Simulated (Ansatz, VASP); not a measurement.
# KI in VASP and in Ansatz

Contents of INCAR:

```
ALGO = Normal
EDIFF = 1E-6
ENCUT = 520
GGA = PE
ISIF = 2
ISMEAR = 0
LASPH = True
LCHARG = True
LELF = True
LREAL = False
LVHAR = True
LWAVE = False
NBANDS = 15
NELM = 60
PREC = Accurate
SIGMA = 0.05
```

The input KPOINTS:

```
k-points
0
Gamma
  6 6 6
```

The input POSCAR:

```
KI
1.0
    0.0000000000      3.2425860000      3.2425860000
    3.2425860000      0.0000000000      3.2425860000
    3.2425860000      3.2425860000      0.0000000000
K I
1 1
Direct
    0.0000000000      0.0000000000      0.0000000000
    0.5000000000      0.5000000000      0.5000000000
```

Input for Ansatz:

```yaml
crystal:
  lattice:
    - [0.0, 3.242586, 3.242586]
    - [3.242586, 0.0, 3.242586]
    - [3.242586, 3.242586, 0.0]
  atoms:
    - { symbol: K, position: [0.0, 0.0, 0.0] }
    - { symbol: I, position: [0.5, 0.5, 0.5] }
basis:
  ecutwfc: 420
kpoints:
  mp_grid: { grid: [6, 6, 6] }
hamiltonian:
  xc: pbe
scf:
  occupations: { method: gaussian, width: 0.05 }
output:
  forces: true
  stress: true
  eigenvalues: true
```

Change from the starting cell: strain -0.080 along x and y, -0.080 along z, atoms carried along.

Alike in both runs: task single point; functional PBE; k mesh 6 × 6 × 6; occupations gaussian, width 0.05 eV; no spin polarisation.

|  | VASP | Ansatz |
| --- | --- | --- |
| version | VASP 6.6.1 | Ansatz 0.2.0 |
| potentials or method | VASP PAW PBE potentials, release 64 (K_sv, I) | scalar-relativistic, plane waves, PAW |
| plane-wave cutoff (eV) | 520 | 420 |
| valence electrons in the cell | 16 | 26 |

VASP gave:

* gap on the k mesh at the Fermi level (eV): 4.34
* least direct gap on the mesh (eV): 4.68
* pressure (GPa): 6.9

**Question.** What did Ansatz give for the same quantities?

**Answer.** gap on the k mesh at the Fermi level (eV): 4.35; least direct gap on the mesh (eV): 4.69; pressure (GPa): 6.8.

The two sets of potentials don't hold the same shells in valence.

Caveats: spin-orbit coupling is left out, which moves the levels of the heavy elements. A k mesh can miss the band edges.
